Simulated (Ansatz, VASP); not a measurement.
# KBr in VASP and in Ansatz

```
CELL_PARAMETERS angstrom
0.00000 3.28205 3.28205
3.28205 0.00000 3.28205
3.28205 3.28205 0.00000
ATOMIC_POSITIONS crystal
K 0.00000 0.00000 0.00000
Br 0.50000 0.50000 0.50000
```

Alike in both runs: task single point; functional PBE; k mesh 6 × 6 × 6; occupations gaussian, width 0.02 eV; no spin polarisation.

```csv
,VASP,Ansatz
version,VASP 6.6.1,Ansatz 0.2.0
potentials or method,"VASP PAW PBE potentials, release 64 (K_sv, Br)","scalar-relativistic, plane waves, PAW"
plane-wave cutoff (eV),520,420
valence electrons in the cell,16,16
```

```csv
,VASP,Ansatz,Ansatz less VASP
gap on the k mesh at the Fermi level (eV),4.48,4.48,+0.002
least direct gap on the mesh (eV),4.48,4.48,+0.002
pressure (GPa),1.0,1.0,-0.04
```

PBE gaps usually lie below the measured ones, often by a third to a half.
